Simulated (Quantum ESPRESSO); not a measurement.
La2O3 in Quantum ESPRESSO: the effect of functional

La2O3:

```xyz
5
Lattice="3.9308 0.0000 0.0000 -1.9654 3.4042 0.0000 0.0000 0.0000 6.1120" Properties=species:S:1:pos:R:3 pbc="T T T"
La    0.0000    2.2694    1.5050
La    1.9654    1.1347    4.6070
O     0.0000    0.0000    0.0000
O     0.0000    2.2694    3.9477
O     1.9654    1.1347    2.1643
```

The cell is a database's computed one.

Alike in all runs:

| Item | Value |
| --- | --- |
| Program | Quantum ESPRESSO 7.5 |
| Task | dielectric tensor |
| Cutoff | 612 eV |
| Density cutoff | 4898 eV |
| k mesh | 4 × 4 × 4, shifted |
| Occupations | fermi-dirac, width 0.05 eV |
| Spin | no spin polarisation |

| functional | potentials or basis | pressure (GPa) | largest force (eV/Å) | dielectric constant (mean) |
| --- | --- | --- | --- | --- |
| LDA | GBRV 1.5 LDA | -5.9 | 0.14 | 4.82 |
| PBE | GBRV 1.5 PBE | 2.2 | 0.03 | 4.77 |
| PBEsol | GBRV 1.5 PBEsol | -2.7 | 0.08 | 4.84 |
| WC | GBRV 1.5 PBE | -2.2 | 0.04 | 4.84 |
| BLYP | GBRV 1.5 PBE | 7.4 | 0.17 | 4.65 |
| AM05 | GBRV 1.5 PBE | ? | ? | ? |

Task: What does the run with functional AM05 give?

Result: Pressure -1.7 GPa; largest force 0.10 eV/Å; dielectric constant 4.81 mean.

Caveats: all runs use coarse meshes; the potentials were made for another functional, which shifts forces and pressure (some runs); the cell is more than 3 GPa from zero pressure, which shifts response properties (some runs).
